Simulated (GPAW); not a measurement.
Runs of GPAW 26.7.0 on KBr. Symmetry: Fm-3m, No. 225, cubic system. The conventional cell has a = 6.600 Å, b = 6.600 Å, c = 6.600 Å, α = 90.00°, β = 90.00°, γ = 90.00°. Br (site symmetry m-3m) is surrounded by 6 K at 3.30 Å. K (site symmetry m-3m) is surrounded by 6 Br at 3.30 Å. 

| task | level | potentials or basis | cell | k mesh | cutoff (eV) | smearing | maxiter | optimizer | fmax | max steps | target pressure | other keys | gap on the mesh (eV) | pressure (GPa) |
| --- | --- | --- | --- | --- | --- | --- | --- | --- | --- | --- | --- | --- | --- | --- |
| single point | PBE | GPAW PAW data sets (gpaw-data 1.2.1), pw | as given | 7 × 7 × 7 | 600 | gaussian 0.03 eV | 150 | - | - | - | - | - | 4.44 | 0.7 |
| relaxation of cell and atoms | revPBE+D4 | the program's PAW data sets (release 1.2.1) made for this functional, pw | relaxed to 20 GPa | 7 × 7 × 7 | 600 | fermi-dirac 0.05 eV | 150 | LBFGS | 0.01 eV/Å | 40 | 20 GPa | - | 5.10 | 20.0 |
| single point | PBE | GPAW PAW data sets (gpaw-data 1.2.1), pw | as given | 7 × 7 × 7 | 600 | gaussian 0.019 eV | 150 | - | - | - | - | - | 4.44 | 0.7 |
| single point | PBE | GPAW PAW data sets (gpaw-data 1.2.1), pw | as given | 7 × 7 × 7 | 600 | gaussian 0.014 eV | 150 | - | - | - | - | - | 4.44 | 0.7 |
| one-shot levels on a semilocal density | r2SCAN | GPAW PAW data sets (gpaw-data 1.2.1), pw | as given | 4 × 4 × 4 | 450 | fermi-dirac 0.05 eV | 50 | - | - | - | - | several, not listed | (a) | - |

Alike in all rows: no spin polarisation.

**Question.** Fill in the values left out.

**Answer.** (a) 5.08.

Caveats: an odd mesh through Γ misses points on the zone boundary, where band edges often lie (some runs); later steps reuse the first step's grids (some runs); energy and the plain gap are those of the semilocal run (some runs); the hybrids' values are one shot on its orbitals and mesh (some runs); the PAW data sets were made with another functional, which shifts forces and pressure a little (some runs).

A k mesh can miss the band edges, and the runs leave out spin-orbit coupling on Br.
